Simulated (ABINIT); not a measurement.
# SnSe2 (P-3m1) in ABINIT: notebook

One crystal, SnSe2, is run at these levels: PBE, LDA; tasks: single point.

All numbers are computed with ABINIT 10.8.3 (patched build); they aren't measurements. Logs are shortened: lines on timing, memory, paths and dates and some standing lists are left out, and cuts for length are marked. The log counts tension as positive stress, the text compression.

## Step 1: Starting point

It takes space group P-3m1 (No. 164, trigonal). Conventional cell: a = 3.811 Å, b = 3.811 Å, c = 6.136 Å, α = 90.00°, β = 90.00°, γ = 120.00°. Sn (site symmetry -3m) has 6 Se at 2.68 Å as nearest neighbours. Around Se (site symmetry 3m) lie 3 Sn at 2.68 Å.

## Step 2: Single point, PBE

Contents of run.abi:

```
# Pseudopotentials
pp_dirpath "./"
pseudos "Sn.GGA_PBE-JTH.xml, Se.GGA_PBE-JTH.xml"

# Structure
acell 3*1.0
rprim
     7.2017462609     0.0000000000     0.0000000000
    -3.6008731305     6.2368952135     0.0000000000
     0.0000000000     0.0000000000    11.5953595007
ntypat 2
znucl 50 34
natom 3
typat 1 2 2
xred
     0.0000000000     0.0000000000     0.0000000000
     0.6666666667     0.3333333333     0.7510000000
     0.3333333333     0.6666666667     0.2490000000

# Plane-wave basis
ecut 15.0
pawecutdg 30.0

# k points
kptopt 1
ngkpt 5 5 3
nshiftk 1
shiftk 0.0 0.0 0.0

# Exchange and correlation
ixc 11

# Bands and occupations
nband 17
occopt 3
tsmear 0.05 eV

# SCF cycle
nstep 100
tolvrs 1.0e-9

# Output
iomode 3
prtwf 0
prtden 0
prteig 0
prtebands 0
```

Potentials or basis: JTH PAW PBE v2.0.

On the command line:

```sh
> abinit run.abi > log 2>&1
```

run.abo:

```text
.Version 10.8.3 of ABINIT
 Symmetries : space group P-3 m 1 (#164); Bravais hP (primitive hexag.)
================================================================================
 Values of the parameters that define the memory need of the present run
     intxc =       0    ionmov =       0      iscf =      17    lmnmax =      18
     lnmax =       6     mgfft =      45  mpssoang =       3    mqgrid =    3001
     natom =       3  nloc_mem =       2    nspden =       1   nspinor =       1
    nsppol =       1      nsym =      12    n1xccc =       1    ntypat =       2
    occopt =       3   xclevel =       2
       mpw =        1458          nfft =       32805          nkpt =          12
 PAW method is used; the additional fine FFT grid is defined by:
   mgfftf=        60    nfftf =     77760
================================================================================
================================================================================

--------------------------------------------------------------------------------
------------- Echo of variables that govern the present computation ------------
--------------------------------------------------------------------------------
 -outvars: echo values of preprocessed input variables --------
            acell      1.0000000000E+00  1.0000000000E+00  1.0000000000E+00 Bohr
              amu      1.18710000E+02  7.89600000E+01
             ecut      1.50000000E+01 Hartree
              ixc          11
         kptrlatt        5    0    0      0    5    0      0    0    3
          kptrlen      3.47860785E+01
            natom           3
            nband          17
            ngfft          27      27      45
          ngfftdg          36      36      60
             nkpt          12
            nstep         100
             nsym          12
           ntypat           2
           occopt           3
        pawecutdg      3.00000000E+01 Hartree
         pawxcdev           0
           prtden           0
        prtebands           0
           prteig           0
            prtwf           0
            rprim      7.2017462609E+00  0.0000000000E+00  0.0000000000E+00
                      -3.6008731305E+00  6.2368952135E+00  0.0000000000E+00
                       0.0000000000E+00  0.0000000000E+00  1.1595359501E+01
          spgroup         164
           tolvrs      1.00000000E-09
           tsmear      1.83746611E-03 Hartree
            typat      1  2  2
           useylm           1
           xangst      0.0000000000E+00  0.0000000000E+00  0.0000000000E+00
                       1.9054999987E+00  1.1001409372E+00  4.6081359969E+00
                      -1.7639782332E-11  2.2002818744E+00  1.5278639990E+00
            xcart      0.0000000000E+00  0.0000000000E+00  0.0000000000E+00
                       3.6008731304E+00  2.0789650712E+00  8.7081149850E+00
                      -3.3334357529E-11  4.1579301423E+00  2.8872445157E+00
[... 146 lines left out ...]
    1     -0.00000000000000    -0.00000000000000    -0.00000000000000
    2     -0.00000000000000     0.00000000000000    -0.01455863604978
    3      0.00000000000000    -0.00000000000000     0.01455863604978
 frms,max,avg= 6.8630069E-03 1.4558636E-02   0.000E+00  0.000E+00  0.000E+00 h/b

 cartesian forces (eV/Angstrom) at end:
    1     -0.00000000000000    -0.00000000000000    -0.00000000000000
    2     -0.00000000000000     0.00000000000000    -0.74863516582282
    3      0.00000000000000    -0.00000000000000     0.74863516582282
 frms,max,avg= 3.5291000E-01 7.4863517E-01   0.000E+00  0.000E+00  0.000E+00 e/A
 length scales=  1.000000000000  1.000000000000  1.000000000000 bohr
              =  0.529177210544  0.529177210544  0.529177210544 angstroms
 Fermi (or HOMO) energy (hartree) =   0.08212   Average Vxc (hartree)=  -0.35384
 Eigenvalues (hartree) for nkpt=  12  k points:
 kpt#   1, nband= 17, wtk=  0.01333, kpt=  0.0000  0.0000  0.0000 (reduced coord)
  -0.71258   -0.71258   -0.71153   -0.71078   -0.71078   -0.44595   -0.38065   -0.15466
   0.04265    0.04265    0.05435    0.05435    0.06805    0.10848    0.17674    0.23939
   0.23939
      occupation numbers for kpt#   1
   2.00000    2.00000    2.00000    2.00000    2.00000    2.00000    2.00000    2.00000
   2.00000    2.00000    2.00000    2.00000    1.99905    0.00000    0.00000    0.00000
   0.00000
 prteigrs : prtvol=0 or 1, do not print more k-points.

--- !EnergyTerms
iteration_state     : {dtset: 1, }
comment             : Components of total free energy in Hartree
kinetic             :  1.86701250304853E+01
hartree             :  3.65464392701206E+01
xc                  : -1.95147054885754E+01
Ewald energy        : -5.60869136602817E+01
psp_core            :  4.39856431641123E+00
local_psp           : -9.53716029226010E+01
PAW spherical_terms :  2.24574855636997E+01
internal            : -8.89006078907413E+01
'-kT*entropy'       : -1.49062368053343E-06
total_energy        : -8.89006093813649E+01
total_energy_eV     : -2.41910881937940E+03
...

--- !EnergyTermsDC
iteration_state     : {dtset: 1, }
comment             : '"Double-counting" decomposition of free energy'
band_energy         : -9.07822956370338E+00
Ewald energy        : -5.60869136602817E+01
psp_core            :  4.39856431641123E+00
xc_dc               : -4.43108604858386E+01
PAW spherical_terms :  1.61768264859297E+01
internal            : -8.89006129074828E+01
'-kT*entropy'       : -1.49062368053343E-06
total_energy_dc     : -8.89006143981064E+01
total_energy_dc_eV  : -2.41910895589189E+03
...

--- !EnergyTermsWithPAWCore
iteration_state     : {dtset: 1, }
comment             : 'Components of total free energy, including PAW core contributions'
Total energy        : -1.10375527001508E+04
Total energy DC     : -1.10375527051675E+04
Total energy (eV)   : -3.00347109734174E+05
Total energy DC (eV): -3.00347109870686E+05
...

 Cartesian components of stress tensor (hartree/bohr^3)
  sigma(1 1)= -1.71384753E-04  sigma(3 2)=  0.00000000E+00
  sigma(2 2)= -1.71384753E-04  sigma(3 1)=  0.00000000E+00
  sigma(3 3)= -2.13258192E-04  sigma(2 1)=  6.63293828E-14

-Cartesian components of stress tensor (GPa)         [Pressure=  5.4530E+00 GPa]
- sigma(1 1)= -5.04231353E+00  sigma(3 2)=  0.00000000E+00
- sigma(2 2)= -5.04231352E+00  sigma(3 1)=  0.00000000E+00
- sigma(3 3)= -6.27427263E+00  sigma(2 1)=  1.95147782E-09

== END DATASET(S) ==============================================================
================================================================================

 -outvars: echo values of variables after computation  --------
            acell      1.0000000000E+00  1.0000000000E+00  1.0000000000E+00 Bohr
           etotal     -8.8900614398E+01
            fcart     -0.0000000000E+00 -1.1512759179E-28 -0.0000000000E+00
                      -1.4955512875E-28  3.1660087742E-28 -1.4558636050E-02
                       1.4955512875E-28 -2.0147328563E-28  1.4558636050E-02
            rprim      7.2017462609E+00  0.0000000000E+00  0.0000000000E+00
                      -3.6008731305E+00  6.2368952135E+00  0.0000000000E+00
                       0.0000000000E+00  0.0000000000E+00  1.1595359501E+01
           strten     -1.7138475329E-04 -1.7138475316E-04 -2.1325819206E-04
                       0.0000000000E+00  0.0000000000E+00  6.6329382837E-14
           xangst      0.0000000000E+00  0.0000000000E+00  0.0000000000E+00
                       1.9054999987E+00  1.1001409372E+00  4.6081359969E+00
                      -1.7639782332E-11  2.2002818744E+00  1.5278639990E+00
             xred      0.0000000000E+00  0.0000000000E+00  0.0000000000E+00
                       6.6666666667E-01  3.3333333333E-01  7.5100000000E-01
                       3.3333333333E-01  6.6666666667E-01  2.4900000000E-01
 Calculation completed.
```

Run time: 13 s. Hardware: 1 thread of Arm Neoverse V2, shared host; peak memory 0.11 GiB.

What came out:

* Free energy: -2419.1090 eV
* Largest force: 0.749 eV/Å
* Band gap on the k mesh: 0.80 eV, indirect (least direct gap 1.10 eV)
* Valence electrons inside the program's atomic spheres: Sn 11.92; Se 3.95

Forces on the atoms (eV/Å):
```
Sn   0.000  0.000  0.000
Se   0.000  0.000 -0.749
Se   0.000  0.000  0.749
```

Caveat: the cutoff is too short for stress, so the log's stress isn't used; spin-orbit coupling is left out, which moves the levels of the heavy elements; an odd mesh through Γ misses points on the zone boundary, where band edges often lie; this functional lacks dispersion, which binds the layers, so the pressure and a relaxed spacing across them are unreliable.

## Step 3: Single point, LDA

run.abi, as its differences from that of step 2:

```diff
@@ -2,3 +2,3 @@
 pp_dirpath "./"
-pseudos "Sn.GGA_PBE-JTH.xml, Se.GGA_PBE-JTH.xml"
+pseudos "Sn.LDA_PW-JTH.xml, Se.LDA_PW-JTH.xml"
 
@@ -25,3 +25,3 @@
 kptopt 1
-ngkpt 5 5 3
+ngkpt 10 10 6
 nshiftk 1
@@ -30,3 +30,3 @@
 # Exchange and correlation
-ixc 11
+ixc 7
 
@@ -35,3 +35,3 @@
 occopt 3
-tsmear 0.05 eV
+tsmear 0.00183747
 
@@ -44,4 +44,8 @@
 prtwf 0
-prtden 0
 prteig 0
 prtebands 0
+enunit 2
+prtden 1
+prtvha 1
+prtvclmb 1
+prtpot 1
```

Potentials or basis: JTH PAW LDA v2.0.

On the command line:

```sh
> abinit run.abi > log 2>&1
```

run.abo:

```text
.Version 10.8.3 of ABINIT
 Symmetries : space group P-3 m 1 (#164); Bravais hP (primitive hexag.)
================================================================================
 Values of the parameters that define the memory need of the present run
     intxc =       0    ionmov =       0      iscf =      17    lmnmax =      18
     lnmax =       6     mgfft =      45  mpssoang =       3    mqgrid =    3001
     natom =       3  nloc_mem =       2    nspden =       1   nspinor =       1
    nsppol =       1      nsym =      12    n1xccc =       1    ntypat =       2
    occopt =       3   xclevel =       1
       mpw =        1458          nfft =       32805          nkpt =          72
 PAW method is used; the additional fine FFT grid is defined by:
   mgfftf=        60    nfftf =     77760
================================================================================
================================================================================

--------------------------------------------------------------------------------
------------- Echo of variables that govern the present computation ------------
--------------------------------------------------------------------------------
 -outvars: echo values of preprocessed input variables --------
            acell      1.0000000000E+00  1.0000000000E+00  1.0000000000E+00 Bohr
              amu      1.18710000E+02  7.89600000E+01
             ecut      1.50000000E+01 Hartree
           enunit           2
                       outvar_i_n : Printing only first  50 k-points.
              ixc           7
                       outvar_i_n : Printing only first  50 k-points.
         kptrlatt       10    0    0      0   10    0      0    0    6
          kptrlen      6.95721570E+01
            natom           3
            nband          17
            ngfft          27      27      45
          ngfftdg          36      36      60
             nkpt          72
            nstep         100
             nsym          12
           ntypat           2
                       prtocc : prtvol=0, do not print more k-points.
           occopt           3
        pawecutdg      3.00000000E+01 Hartree
        prtebands           0
           prteig           0
           prtpot           1
[... 184 lines left out ...]
   0.00000
 prteigrs : prtvol=0 or 1, do not print more k-points.

 Fermi (or HOMO) energy (eV) =   2.00123   Average Vxc (eV)=  -9.98532
 Eigenvalues (   eV  ) for nkpt=  72  k points:
 kpt#   1, nband= 17, wtk=  0.00167, kpt=  0.0000  0.0000  0.0000 (reduced coord)
 -19.46558  -19.46558  -19.42935  -19.41045  -19.41045  -12.39963  -10.62186   -4.50902
   0.95138    0.95138    1.29020    1.29020    1.65301    2.53040    4.45705    6.21465
   6.21465
 prteigrs : prtvol=0 or 1, do not print more k-points.

--- !EnergyTerms
iteration_state     : {dtset: 1, }
comment             : Components of total free energy in Hartree
kinetic             :  1.87517934218570E+01
hartree             :  3.64116190651262E+01
xc                  : -1.94484709503436E+01
Ewald energy        : -5.60869136602817E+01
psp_core            :  4.30037337856723E+00
local_psp           : -9.57370460265583E+01
PAW spherical_terms :  2.25596985296660E+01
internal            : -8.92489462419672E+01
'-kT*entropy'       : -3.26522715476977E-06
total_energy        : -8.92489495071944E+01
total_energy_eV     : -2.42858763708832E+03
...

--- !EnergyTermsDC
iteration_state     : {dtset: 1, }
comment             : '"Double-counting" decomposition of free energy'
band_energy         : -9.24797252888632E+00
Ewald energy        : -5.60869136602817E+01
psp_core            :  4.30037337856723E+00
xc_dc               : -4.39649860556364E+01
PAW spherical_terms :  1.57505444242183E+01
internal            : -8.92489544420189E+01
'-kT*entropy'       : -3.26522715476977E-06
total_energy_dc     : -8.92489577072460E+01
total_energy_dc_eV  : -2.42858786022309E+03
...

--- !EnergyTermsWithPAWCore
iteration_state     : {dtset: 1, }
comment             : 'Components of total free energy, including PAW core contributions'
Total energy        : -1.10259449853811E+04
Total energy DC     : -1.10259449935812E+04
Total energy (eV)   : -3.00031247724143E+05
Total energy DC (eV): -3.00031247947277E+05
...

 Cartesian components of stress tensor (hartree/bohr^3)
  sigma(1 1)= -1.03491314E-06  sigma(3 2)=  0.00000000E+00
  sigma(2 2)= -1.03491301E-06  sigma(3 1)=  0.00000000E+00
  sigma(3 3)= -6.10397494E-05  sigma(2 1)=  6.61845786E-14

-Cartesian components of stress tensor (GPa)         [Pressure=  6.1892E-01 GPa]
- sigma(1 1)= -3.04481959E-02  sigma(3 2)=  0.00000000E+00
- sigma(2 2)= -3.04481921E-02  sigma(3 1)=  0.00000000E+00
- sigma(3 3)= -1.79585143E+00  sigma(2 1)=  1.94721753E-09

== END DATASET(S) ==============================================================
================================================================================

 -outvars: echo values of variables after computation  --------
            acell      1.0000000000E+00  1.0000000000E+00  1.0000000000E+00 Bohr
           etotal     -8.9248957707E+01
            fcart      9.9703419166E-29  5.7563795896E-29 -0.0000000000E+00
                      -1.2462927396E-28 -1.5830043871E-28 -9.4191780032E-03
                       2.4925854791E-29  1.0073664282E-28  9.4191780032E-03
            rprim      7.2017462609E+00  0.0000000000E+00  0.0000000000E+00
                      -3.6008731305E+00  6.2368952135E+00  0.0000000000E+00
                       0.0000000000E+00  0.0000000000E+00  1.1595359501E+01
           strten     -1.0349131441E-06 -1.0349130144E-06 -6.1039749429E-05
                       0.0000000000E+00  0.0000000000E+00  6.6184578593E-14
           xangst      0.0000000000E+00  0.0000000000E+00  0.0000000000E+00
                       1.9054999987E+00  1.1001409372E+00  4.6081359969E+00
                      -1.7639782332E-11  2.2002818744E+00  1.5278639990E+00
             xred      0.0000000000E+00  0.0000000000E+00  0.0000000000E+00
                       6.6666666667E-01  3.3333333333E-01  7.5100000000E-01
                       3.3333333333E-01  6.6666666667E-01  2.4900000000E-01
 Calculation completed.
```

Run time: 47 s. Hardware: 1 thread of Arm Neoverse V2, shared host; peak memory 0.13 GiB.

Results:

* Free energy: -2428.5879 eV
* Largest force: 0.484 eV/Å
* Band gap on the k mesh: 0.59 eV, indirect (least direct gap 0.88 eV)
* Valence electrons inside the program's atomic spheres: Sn 11.96; Se 3.94

Forces in eV/Å, atoms in the order of the input:
```
Sn   0.000  0.000  0.000
Se   0.000  0.000 -0.484
Se   0.000  0.000  0.484
```

Levels at points of the mesh, in eV from the valence-band top:
```tsv
k point	band 9	band 10	band 11	band 12	band 13	band 14	band 15	band 16	band 17
(0.00, 0.00, 0.00)	-0.75	-0.75	-0.41	-0.41	-0.04	0.83	2.76	4.52	4.52
(0.50, 0.00, 0.00)	-4.55	-2.97	-2.73	-1.28	-0.32	1.02	3.60	5.31	5.35
(0.00, 0.00, 0.50)	-2.14	-0.84	-0.84	-0.25	-0.25	2.28	2.72	4.24	4.24
(0.50, 0.00, 0.50)	-5.00	-2.57	-2.05	-0.89	-0.73	0.71	4.07	4.67	5.77
```

Caveat: the cutoff is too short for stress, so the log's stress isn't used; spin-orbit coupling is left out, which moves the levels of the heavy elements.
